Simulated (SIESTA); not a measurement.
## MnO2 under changes of volume

One of the cells (10.839 Å³/atom); the others are scaled copies at fixed shape and fractional positions:

```xyz
3
Lattice="2.8566 0.0000 0.0000 -1.4283 2.4739 0.0000 0.0000 0.0000 4.6014" Properties=species:S:1:pos:R:3 pbc="T T T"
Mn    0.0000    0.0000    2.3007
O     0.0000    1.6492    3.2499
O     1.4283    0.8246    1.3515
```

Measurements of this composition are mostly on another form, of space group No. 136.

- Program: SIESTA 5.4.2
- Functional: LDA
- Potentials or basis: PseudoDojo 0.4 standard (LDA files)
- Basis: DZP (energy shift 0.003 Ry; two zetas on semicore shells)
- Grid cutoff: 800 Ry
- Energy shift: 0.003 Ry
- k mesh: 8 × 8 × 4
- Occupations: fermi-dirac, width 0.05 eV
- Spin: collinear spin, ferromagnetic start
- Starting moments: [4.0, 0.0, 0.0] μB

```csv
volume (Å³/atom),energy over the lowest point (meV/atom),pressure (GPa),gap on the mesh (eV),largest force (eV/Å)
10.189,?,?,?,?
10.405,0.79,2.9,0.22,0.540
10.622,0.00,-1.7,0.30,0.201
10.839,5.19,-5.9,0.38,0.115
11.056,15.74,-9.6,0.45,0.406
11.273,31.03,-12.9,0.52,0.675
11.489,50.51,-15.8,0.58,0.920
```

Q: What does the run at 10.189 Å³/atom give?

A: Energy over the lowest point 8.21 meV/atom; pressure 8.0 GPa; gap on the mesh 0.14 eV; largest force 0.907 eV/Å.

Worked out: A Birch-Murnaghan fit of order 3 (a polynomial in V^(-2/3)) to the other rows has its minimum at 10.54 Å³/atom with B0 = V·E''(V) = 224 GPa and B' = 4.5 at fixed shape and positions, which overstates the stiffness. It gives 8.23 meV/atom at 10.189 Å³/atom, against the run's 8.21, and -dE/dV = 8.2 GPa, against 8.0. A straight line through the other rows of the gap, of slope 3.65 eV per unit of ln V, extrapolates to 0.15 eV, against the run's 0.14.

Energies are extrapolated to zero smearing.

Caveats: short orbitals over semicore shells can move pressures by several GPa; the basis of atomic orbitals isn't converged, which shifts pressures, moduli and gaps; a cell with one magnetic atom can't hold antiferromagnetic order, which such compounds often take.

A mesh can miss the band edges.
